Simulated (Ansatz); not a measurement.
## One structure, 4 elements: BeS, MgS, CaS, BaS

Plane-wave DFT in Ansatz with scalar-relativistic PAW potentials, cutoff 420 eV, Γ-centred meshes chosen by cell and gap, Gaussian smearing with energies taken to zero width. Every cell was relaxed (cell and atoms) in a run of its own, within the symmetry of its start. Functional: PBE.

All members share space group Fm-3m and the same sites; only the element on one set of sites changes (Be, Mg, Ca, Ba). Members needn't be the stable form of their composition. Energies over the elements, where given, are against the elements' standard states in the same functional (H₂, N₂, O₂ and halogens uncorrected, Hg as a solid). The first member:

Space group Fm-3m (No. 225). a = 4.629 Å, b = 4.629 Å, c = 4.629 Å, α = 90.00°, β = 90.00°, γ = 90.00°
| atom | site | symmetry | x | y | z |
| --- | --- | --- | --- | --- | --- |
| Be | 4a | m-3m | 0.0000 | 0.0000 | 0.0000 |
| S | 4b | m-3m | 0.5000 | 0.0000 | 0.0000 |

```tsv
compound	V (Å³/atom)	a (Å)	gap on mesh (eV)	energy over elements (eV/atom)
BeS	12.40	4.629	1.03	-0.508
MgS	17.88	5.230	2.76	-1.444
BaS	33.21	6.429	2.23	-2.133
```

Task: Predict the member with Ca.

Result: V (Å³/atom) 23.29, a (Å) 5.712, gap on mesh (eV) 2.38, energy over elements (eV/atom) -2.171. Interpolating linearly in period between Mg and Ba would give 22.99 Å³/atom (1.3 % too small) and a gap of 2.58 eV, with -1.674 eV/atom over the elements. Over the whole series the volume grows at each step down the group; the gap has no steady trend; binding against the elements is strongest for Ca.

Spin-orbit coupling is left out, which matters for the bands of heavy elements.